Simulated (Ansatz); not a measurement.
Molecular dynamics on a 2×2×1 supercell (16 atoms) of PbS (I4/mmm), relaxed with r2SCAN+rVV10. Forces come from PBEsol in Ansatz 0.2.0: Langevin thermostat and barostat (NPT), 300 K, steps of 2 fs. Classical nuclei, no spin polarisation; a few dozen steps show the first response, not equilibrium.

```yaml
crystal:
  lattice:
    - [5.9093532251, -5.9378130655, 0.5771145966]
    - [5.9093532251, 5.9378130655, 0.5771145966]
    - [-0.5836033582, 0.0, 5.9261748063]
  atoms:
    - { symbol: Pb, position: [0.3749924145, 0.3749924145, 0.7500022824] }
    - { symbol: Pb, position: [0.1250075855, 0.1250075855, 0.2499977176] }
    - { symbol: S, position: [0.1250377712, 0.1250377712, 0.750027957] }
    - { symbol: S, position: [0.3749622288, 0.3749622288, 0.249972043] }
    - { symbol: Pb, position: [0.3749924145, 0.8749924145, 0.7500022824] }
    - { symbol: Pb, position: [0.1250075855, 0.6250075855, 0.2499977176] }
    - { symbol: S, position: [0.1250377712, 0.6250377712, 0.750027957] }
    - { symbol: S, position: [0.3749622288, 0.8749622288, 0.249972043] }
    - { symbol: Pb, position: [0.8749924145, 0.3749924145, 0.7500022824] }
    - { symbol: Pb, position: [0.6250075855, 0.1250075855, 0.2499977176] }
    - { symbol: S, position: [0.6250377712, 0.1250377712, 0.750027957] }
    - { symbol: S, position: [0.8749622288, 0.3749622288, 0.249972043] }
    - { symbol: Pb, position: [0.8749924145, 0.8749924145, 0.7500022824] }
    - { symbol: Pb, position: [0.6250075855, 0.6250075855, 0.2499977176] }
    - { symbol: S, position: [0.6250377712, 0.6250377712, 0.750027957] }
    - { symbol: S, position: [0.8749622288, 0.8749622288, 0.249972043] }
kpoints:
  mp_grid: { grid: [2, 2, 2] }
hamiltonian:
  xc: pbesol
scf:
  occupations: { method: fermi_dirac, width: 0.026 }
md:
  ensemble: npt_langevin
  temperature: 300
  timestep: 2.0
  n_steps: 30
  initial_velocities: maxwell_boltzmann
  seed: 744
```

Run as `ansatz run input.yaml --threads 4 --pin off --max-ram 3686MiB --backend cpu --events-out ev --progress --plain --runs-dir out`.

```csv
step,t (fs),T (K),free energy F from step 0 (meV/atom),kinetic energy (meV/atom),pressure (GPa),volume (Å³/atom),largest force (eV/Å)
0,0,281,0.0,36.4,0.05,26.24,0.00
1,2,279,0.0,36.1,0.06,26.24,0.05
2,4,273,0.1,35.3,0.07,26.23,0.09
3,6,266,0.1,34.4,0.08,26.22,0.14
4,8,280,0.2,36.2,0.11,26.21,0.18
5,10,271,0.4,35.0,0.13,26.19,0.21
6,12,261,0.5,33.7,0.15,26.17,0.25
7,14,247,0.6,31.9,0.16,26.16,0.28
8,16,255,0.8,33.0,0.18,26.15,0.31
9,18,253,1.0,32.6,0.20,26.14,0.34
10,20,252,1.4,32.5,0.19,26.14,0.37
11,22,239,1.8,30.9,0.16,26.16,0.40
12,24,236,2.2,30.5,0.11,26.18,0.42
13,26,230,2.6,29.8,0.03,26.22,0.44
14,28,219,3.0,28.3,-0.07,26.27,0.46
15,30,219,3.4,28.3,-0.16,26.33,0.46
16,32,203,3.7,26.3,-0.25,26.38,0.47
17,34,208,4.2,26.8,-0.33,26.43,0.47
18,36,196,4.7,25.3,-0.41,26.47,0.47
19,38,206,5.2,26.7,-0.48,26.52,0.48
20,40,187,5.8,24.2,-0.55,26.56,0.49
21,42,193,6.4,24.9,-0.62,26.61,0.50
22,44,196,7.1,25.4,-0.67,26.65,0.51
23,46,178,7.6,23.0,-0.71,26.68,0.52
24,48,156,8.1,20.2,-0.74,26.70,0.53
25,50,190,8.7,24.6,-0.75,26.73,0.53
26,52,191,9.2,24.7,-0.77,26.76,0.53
27,54,202,9.6,26.1,-0.79,26.78,0.52
28,56,202,10.0,26.2,-0.79,26.80,0.52
29,58,206,10.4,26.7,-0.79,26.82,0.51
30,60,263,10.7,34.1,-0.76,26.83,0.50
```

The temperature starts at 281 K, is lowest at step 24 (156 K, 48 fs) and ends at 263 K. The atoms start on their lattice sites with kinetic energy alone, so much of it first passes into potential energy.

Positions (Å) and forces (eV/Å) at step 30:
```
cell (Å): 5.953 -5.982 0.581; 5.953 5.982 0.581; -0.588 0.000 5.970
Pb   4.027   0.012   4.902    -0.161   0.045  -0.229
Pb   1.290   0.038   1.684     0.088  -0.156   0.093
S    1.012  -0.067   4.449     0.132  -0.328   0.250
S    4.185   0.007   2.056     0.146  -0.137  -0.045
Pb   7.038   2.938   5.278    -0.005   0.299  -0.150
Pb   4.381   3.015   1.953    -0.062  -0.014  -0.013
S    3.920   3.063   4.626     0.012  -0.152   0.378
S    7.158   3.110   2.311     0.382  -0.006  -0.174
Pb   6.992  -3.017   5.177     0.186  -0.246   0.075
Pb   4.432  -3.000   1.944    -0.073   0.079   0.099
S    3.957  -2.962   4.806    -0.201   0.092   0.016
S    7.386  -2.904   2.065    -0.417   0.180   0.062
Pb   9.889   0.048   5.503     0.303  -0.229  -0.145
Pb   7.247  -0.012   2.324     0.088   0.021  -0.014
S    7.064  -0.235   5.088    -0.285   0.405  -0.016
S   10.206   0.025   2.677    -0.134   0.147  -0.188
```
